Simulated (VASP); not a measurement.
Here is a VASP 6.6.1 calculation.

POSCAR

```
BN
1.0
    2.5539396017      0.0000000000      0.0000000000
   -1.2769698009      2.2117765748      0.0000000000
    0.0000000000      0.0000000000      4.2268550000
N B
2 2
Direct
    0.3333333333      0.6666666667      0.1252760000
    0.6666666667      0.3333333333      0.6252760000
    0.3333333333      0.6666666667      0.4997240000
    0.6666666667      0.3333333333      0.9997240000
```

INCAR.step1

```
SYSTEM = BN
PREC = Accurate
ENCUT = 520
EDIFF = 1E-5
ISMEAR = 0
SIGMA = 0.02
LREAL = .FALSE.
LASPH = .TRUE.
NELM = 100
ALGO = Normal
ISIF = 2
LWAVE = .TRUE.
LCHARG = .FALSE.
GGA = PE
```

File INCAR.step2:

```
SYSTEM = BN
PREC = Accurate
ENCUT = 520
EDIFF = 1E-6
ISMEAR = 0
SIGMA = 0.02
LREAL = .FALSE.
LASPH = .TRUE.
NELM = 100
ALGO = Normal
ISIF = 2
LWAVE = .FALSE.
LCHARG = .FALSE.
METAGGA = MBJ
ISTART = 1
```

The input KPOINTS:

```
regular mesh
0
G
  12 12 6
  0 0 0
```

Contents of KPOINTS_OPT:

```
path GMKGALHA,LM,KH
20
line-mode
reciprocal
 0.0000000000  0.0000000000  0.0000000000  G
 0.5000000000  0.0000000000  0.0000000000  M

 0.5000000000  0.0000000000  0.0000000000  M
 0.3333333333  0.3333333333  0.0000000000  K

 0.3333333333  0.3333333333  0.0000000000  K
 0.0000000000  0.0000000000  0.0000000000  G

 0.0000000000  0.0000000000  0.0000000000  G
 0.0000000000  0.0000000000  0.5000000000  A

 0.0000000000  0.0000000000  0.5000000000  A
 0.5000000000  0.0000000000  0.5000000000  L

 0.5000000000  0.0000000000  0.5000000000  L
 0.3333333333  0.3333333333  0.5000000000  H

 0.3333333333  0.3333333333  0.5000000000  H
 0.0000000000  0.0000000000  0.5000000000  A

 0.5000000000  0.0000000000  0.5000000000  L
 0.5000000000  0.0000000000  0.0000000000  M

 0.3333333333  0.3333333333  0.0000000000  K
 0.3333333333  0.3333333333  0.5000000000  H
```

Potentials or basis: VASP PAW PBE potentials, release 64 (N, B).

The run is started by

```bash
$ cat potpaw_PBE.64/N/POTCAR potpaw_PBE.64/B/POTCAR > POTCAR
$ cp INCAR.step1 INCAR
$ mpirun -np 1 vasp_std > vasp.out
$ cp INCAR.step2 INCAR
$ mpirun -np 1 vasp_std > vasp.out
```

**Question.** What does it give for the band gap on the k mesh?

**Answer.** 6.70 eV, indirect (least direct gap 9.60 eV).

**Question.** Predict the band gap along the path.

**Answer.** 6.70 eV, indirect (least direct gap 9.60 eV).

Levels at the corners of the path, in eV from the valence-band top:
| point | band 4 | band 5 | band 6 | band 7 | band 8 | band 9 | band 10 | band 11 | band 12 |
| --- | --- | --- | --- | --- | --- | --- | --- | --- | --- |
| Γ | -2.02 | -2.02 | -0.26 | 0.00 | 0.00 | 9.81 | 9.81 | 9.99 | 10.38 |
| M | -7.64 | -6.67 | -4.72 | -4.03 | -2.00 | 7.89 | 9.24 | 11.98 | 12.47 |
| M | -7.64 | -6.67 | -4.72 | -4.03 | -2.00 | 7.89 | 9.24 | 11.98 | 12.47 |
| K | -7.13 | -7.13 | -5.15 | -5.15 | -5.13 | 6.70 | 14.87 | 14.87 | 15.31 |
| K | -7.13 | -7.13 | -5.15 | -5.15 | -5.13 | 6.70 | 14.87 | 14.87 | 15.31 |
| Γ | -2.02 | -2.02 | -0.26 | 0.00 | 0.00 | 9.81 | 9.81 | 9.99 | 10.38 |
| Γ | -2.02 | -2.02 | -0.26 | 0.00 | 0.00 | 9.81 | 9.81 | 9.99 | 10.38 |
| A | -5.55 | -1.11 | -1.11 | -1.11 | -1.11 | 10.60 | 10.60 | 11.33 | 11.33 |
| A | -5.55 | -1.11 | -1.11 | -1.11 | -1.11 | 10.60 | 10.60 | 11.33 | 11.33 |
| L | -9.68 | -3.56 | -3.56 | -3.42 | -3.42 | 7.85 | 7.85 | 11.03 | 11.03 |
| L | -9.68 | -3.56 | -3.56 | -3.42 | -3.42 | 7.85 | 7.85 | 11.03 | 11.03 |
| H | -8.65 | -7.21 | -7.21 | -2.87 | -2.87 | 10.37 | 10.37 | 11.63 | 11.63 |
| H | -8.65 | -7.21 | -7.21 | -2.87 | -2.87 | 10.37 | 10.37 | 11.63 | 11.63 |
| A | -5.55 | -1.11 | -1.11 | -1.11 | -1.11 | 10.60 | 10.60 | 11.33 | 11.33 |
| L | -9.68 | -3.56 | -3.56 | -3.42 | -3.42 | 7.85 | 7.85 | 11.03 | 11.03 |
| M | -7.64 | -6.67 | -4.72 | -4.03 | -2.00 | 7.89 | 9.24 | 11.98 | 12.47 |
| K | -7.13 | -7.13 | -5.15 | -5.15 | -5.13 | 6.70 | 14.87 | 14.87 | 15.31 |
| H | -8.65 | -7.21 | -7.21 | -2.87 | -2.87 | 10.37 | 10.37 | 11.63 | 11.63 |
